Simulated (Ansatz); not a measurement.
What a trial cell of TlBr3 relaxes into

The calculation used Ansatz 0.2.0, DFT r2SCAN, scalar-relativistic, plane waves, PAW. Cutoff 500 eV, Γ-centred k mesh, Gaussian smearing, no spin polarisation in the final step.

The start puts TlBr3 on the A15 structure type (Pm-3n, No. 223), with Tl in place of Si, Br in place of Cr, at a guessed volume.

```xyz
8
Lattice="7.2695 0.0000 0.0000 0.0000 7.2695 0.0000 0.0000 0.0000 7.2695" Properties=species:S:1:pos:R:3 pbc="T T T"
Tl    0.0000    0.0000    0.0000
Tl    3.6348    3.6348    3.6348
Br    0.0000    3.6348    1.8174
Br    0.0000    3.6348    5.4522
Br    1.8174    0.0000    3.6348
Br    5.4522    0.0000    3.6348
Br    3.6348    5.4522    0.0000
Br    3.6348    1.8174    0.0000
```

Cell and atoms relax at zero pressure; the relaxation can't lower the symmetry of the start.

Energies over the elements count from the elements' standard structures at the same level, with no empirical corrections.

Describe the relaxed structure.

It keeps Pm-3n (No. 223). The result has the A15 structure. Conventional cell: a = 6.082 Å. Tl has 12 Br at 3.40 Å; Br has 2 Br at 3.04 Å, 4 Tl at 3.40 Å and 8 Br at 3.72 Å.

```cif
data_structure
_symmetry_space_group_name_H-M 'Pm-3n'
_symmetry_Int_Tables_number 223
_cell_length_a 6.0823
_cell_length_b 6.0823
_cell_length_c 6.0823
_cell_angle_alpha 90.000
_cell_angle_beta 90.000
_cell_angle_gamma 90.000
_cell_volume 225.01
loop_
_atom_site_label
_atom_site_type_symbol
_atom_site_symmetry_multiplicity
_atom_site_Wyckoff_symbol
_atom_site_fract_x
_atom_site_fract_y
_atom_site_fract_z
_atom_site_occupancy
Tl1 Tl 2 a 0.00000 0.00000 0.00000 1
Br1 Br 6 c 0.00000 0.50000 0.25000 1
```

What are its volume, energy, density and gap?

The volume per atom is 28.13 Å³, the density is 6.55 g/cm³ and the energy over the elements is -0.31 eV/atom. The gap on the 6×6×6 mesh is 0 eV (a metal).

The final run used a 6×6×6 mesh on its 8-atom cell and 0.10 eV smearing. The k mesh leaves about 4 meV/atom of noise in metals. Spin–orbit coupling is left out. A structure relaxed within its symmetry needn't be a true minimum. The steps took about 7 core-minutes in all.